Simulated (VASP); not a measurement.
A run of VASP 6.6.1:

The input INCAR:

```
SYSTEM = Re
PREC = Accurate
ENCUT = 600
EDIFF = 1E-6
ISMEAR = 0
SIGMA = 0.1
LREAL = .FALSE.
LASPH = .TRUE.
NELM = 100
ALGO = Normal
ISIF = 3
LWAVE = .FALSE.
LCHARG = .FALSE.
GGA = PE
IBRION = 2
NSW = 100
EDIFFG = -0.002
```

File KPOINTS:

```
regular mesh
0
G
  18 18 18
  0 0 0
```

The input POSCAR:

```
Re
1.0
    0.0000000000      1.9442962850      1.9442962850
    1.9442962850      0.0000000000      1.9442962850
    1.9442962850      1.9442962850      0.0000000000
Re
1
Direct
    0.0000000000      0.0000000000      0.0000000000
```

Potentials or basis: VASP PAW PBE potentials, release 64 (Re).

Launch:

```bash
$ cat potpaw_PBE.64/Re/POTCAR > POTCAR
$ mpirun -np 1 vasp_std > vasp.out
```

Hardware: 1 thread of Intel(R) Xeon(R) Platinum 8375C CPU @ 2.90GHz (Ice Lake), on a shared host.

Task: Estimate the wall time of this run.

Result: Run time: 90 s on 1 thread of Intel(R) Xeon(R) Platinum 8375C CPU @ 2.90GHz (Ice Lake), on a shared host, peak memory 0.16 GiB. Counts: scf iterations 38, k points 195, ion steps 6.
